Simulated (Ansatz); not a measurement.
# CdTe: a tetragonal deformation path

One table from this session's results is given with a row withheld; the runs are named, their logs left out.

The COD entry's cell or inner coordinates are ideal or old and differ from later refinements, so a difference from it is no clean test against experiment.

Method: DFT LDA, scalar-relativistic, plane waves, PAW, in Ansatz 0.2.0.

1 further run of the same task is left out (set aside as unsound or not needed).

### The system as given

It takes space group F-43m (No. 216, cubic). Conventional cell: a = 6.410 Å, b = 6.410 Å, c = 6.410 Å, α = 90.00°, β = 90.00°, γ = 90.00°. Around Cd (site symmetry -43m) lie 4 Te at 2.78 Å. Te (site symmetry -43m) has 4 Cd at 2.78 Å as nearest neighbours.

Structure file:

```cif
data_structure
_symmetry_space_group_name_H-M 'F-43m'
_symmetry_Int_Tables_number 216
_cell_length_a 6.4100
_cell_length_b 6.4100
_cell_length_c 6.4100
_cell_angle_alpha 90.000
_cell_angle_beta 90.000
_cell_angle_gamma 90.000
_cell_volume 263.37
loop_
_atom_site_label
_atom_site_type_symbol
_atom_site_symmetry_multiplicity
_atom_site_Wyckoff_symbol
_atom_site_fract_x
_atom_site_fract_y
_atom_site_fract_z
_atom_site_occupancy
Cd1 Cd 4 a 0.00000 0.00000 0.00000 1
Te1 Te 4 c 0.25000 0.25000 0.25000 1
```

The structure comes from the Crystallography Open Database.

Set-up of the first run:

File input.yaml:

```yaml
crystal:
  lattice:
    - [0.0, 3.205, 3.205]
    - [3.205, 0.0, 3.205]
    - [3.205, 3.205, 0.0]
  atoms:
    - { symbol: Cd, position: [0.0, 0.0, 0.0] }
    - { symbol: Te, position: [0.75, 0.75, 0.75] }
basis:
  ecutwfc: 420
kpoints:
  mp_grid: { grid: [6, 6, 6] }
hamiltonian:
  xc: lda
scf:
  occupations: { method: gaussian, width: 0.1 }
output:
  forces: true
  stress: true
  eigenvalues: true
```

The run is started by

```bash
$ ansatz run input.yaml --threads 1 --pin off --max-ram 1536MiB --backend cpu --events-out ev --progress --plain --runs-dir out
```

Among the steps run: Quick check of gap, pressure and forces; The undisturbed cell; Point ρ = 0.707; At ρ = 1.414; ρ = 0.850; Point ρ = 1.200; ρ = 0.780; ρ = 1.300; At ρ = 0.920; ρ = 1.100; ρ = 0.650.

One table of the session follows, with a row left open; its other results are not shown here.

| ρ | ΔE (meV/atom) | pressure (GPa) |
| --- | --- | --- |
| 0.650 | 146.5 | -3.2 |
| 0.707 | 100.3 | -2.2 |
| 0.780 | 56.5 | -1.2 |
| 0.850 | 26.7 | -0.5 |
| 0.920 | 7.8 | -0.1 |
| 1.000 | 0.0 | 0.0 |
| 1.100 | 12.9 | -0.2 |
| 1.200 | 52.3 | -0.5 |
| 1.300 | ? | ? |
| 1.414 | 219.4 | -1.5 |

Q: Estimate the row for ρ = 1.300 from the others.

Worked estimate for «ΔE (meV/atom)». A straight line through the neighbours (1.200, 52.3) and (1.414, 219.4) gives 52.3 + (219.4 − 52.3) × (1.300 − 1.200) / (1.414 − 1.200) = 130.4; a parabola fitted to 3 rows on both sides gives 116.3.

**Answer.** ΔE (meV/atom): 118.0; pressure (GPa): -1.0. In «ΔE (meV/atom)» the line misses by +12.4 and the parabola by -1.7.

Caveats from the session: The settings of these runs were drawn from a wide range and may not be converged.
